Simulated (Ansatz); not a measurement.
The cost of changing the moment of CrCuO₂ (R-3m)

All numbers are calculated (PBEsol+U, U_eff = 4.0 eV (Dudarev form) on Cr d, Cu d, fully localised double counting, collinear spin, scalar-relativistic, 420 eV, PAW set soft_2 (made for PBE), 7×7×7 mesh, Gaussian smearing of 0.05 eV) with the plane-wave PAW code Ansatz.

```yaml
crystal:
  lattice:
    - [1.48670, -0.85835, 11.40000]
    - [-1.48670, -0.85835, 11.40000]
    - [0.00000, -3.43339, 11.40000]
  atoms:
    - { symbol: Cr, position: [0.50000, 0.50000, 0.75000] }
    - { symbol: Cu, position: [0.00000, 0.00000, 0.00000] }
    - { symbol: O, position: [0.10792, 0.10792, 0.94604] }
    - { symbol: O, position: [0.89208, 0.89208, 0.55396] }
    - { symbol: Cr, position: [0.50000, 0.50000, 0.25000] }
    - { symbol: Cu, position: [0.00000, 0.00000, 0.50000] }
    - { symbol: O, position: [0.10792, 0.10792, 0.44604] }
    - { symbol: O, position: [0.89208, 0.89208, 0.05396] }
```

The structure is that of a cell as deposited in COD, unrelaxed. The cell shown is twice the primitive one, so that more magnetic patterns fit.

Cell and atoms stay fixed. The reference is a free state that was started with parallel moments (start: symmetry kept, no search) and ends with under 0.3 μB on Cu2, Cu6. It has a gap of 1.96 eV and a whole-number cell moment of 6 μB, as a collinear insulator must have; cell moment 6.00 μB, site moments in spheres Cr 2.49 μB, shell filling Cr 3↑ 0↓, 4.34 e; Cu 5↑ 5↓, 9.73 e. A natural orbital (eigenvector of a shell's occupation matrix) is counted as filled above 0.75 (0.9 in a metal) and as partly filled from 0.35 up to that; ↑ and ↓ are the spin channels. The formal moment from which the starts were built is 10 μB a cell. The total moment M = N↑ − N↓ was then locked, each spin with its own Fermi level. Locks at 70 % of the formal moment or more started from the reference's natural orbitals, filled by rank with the formal electron count; the others from atoms with scaled moments, and the lock at zero from atoms without moments.

| M (μB/cell) | ΔE (meV/atom) | ΔE (eV/cell) | site moments (μB) | shell filling | E_F↑ − E_F↓ (eV) | flags |
| --- | --- | --- | --- | --- | --- | --- |
| 0.00 | 856.8 | 6.85 | under 0.05 | Cr 1↑(+2 partly) 1↓(+2 partly), 4.49 e; Cu 4↑(+1 partly) 4↓(+1 partly), 9.71 e | 0.00 | – |
| 7.50 | 258.6 | 2.07 | Cr 2.62; Cu 0.35 | Cr 3↑(+2 partly) 0↓, 4.39 e; Cu 5↑ 4↓(+1 partly), 9.55 e | 3.13 | – |
| 9.00 | 586.7 | 4.69 | Cr 2.64; Cu 0.59; O 0.09 | Cr 3↑(+2 partly) 0↓, 4.40 e; Cu 5↑ 4↓(+1 partly), 9.40 e | 4.15 | – |
| 11.00 | 1193.2 | 9.55 | Cr 2.81; Cu 0.72; O 0.27 | Cr 3↑(+1 partly) 0↓, 4.48 e; Cu 5↑ 4↓(+1 partly), 9.29 e | 5.28 | – |

ΔE counts from the reference.

At M = 0.00, 7.50, 9.00, 11.00 μB the count of filled and partly filled orbitals of each spin differs from the reference's, which may be the change of moment itself or a change of state.

For M = 0.00 μB: With J = 0 the Hubbard energy is (U/2) Σ λ(1 − λ), a penalty on fractional natural occupations. The sums Σ λ(1 − λ) over the cell's shells are 2.59 for the reference and 4.12 for the locked state, which at U/2 = 2.00 eV give 5.18 and 8.24 eV per cell. Of the difference of 6.85 eV per cell, the Hubbard term gives 3.06 eV and all other terms 3.80 eV. The other terms are taken on each state's own density, so they aren't the result of a run without U.

In the reference the fixed cell carries forces up to 0.11 eV/Å; relaxing would change energies and could change the order of close states.

No start opposed the Cr moments among themselves, so such orders weren't tried; nearest Cr neighbours form triangles, which frustrate antiparallel coupling, so a canted order or one in a larger cell may win.

The points needn't share one orbital state, so they needn't lie on one smooth curve, and a lower state can't be excluded at any of them. For metallic states the mesh is coarse, so energy differences carry some meV/atom. The value of U was drawn from a range and not derived for this compound; another value can change gaps, moments and the order of states. A gap on the mesh alone may shrink between mesh points. Site moments are integrated in small spheres and here fall short of the shell's N↑ − N↓.
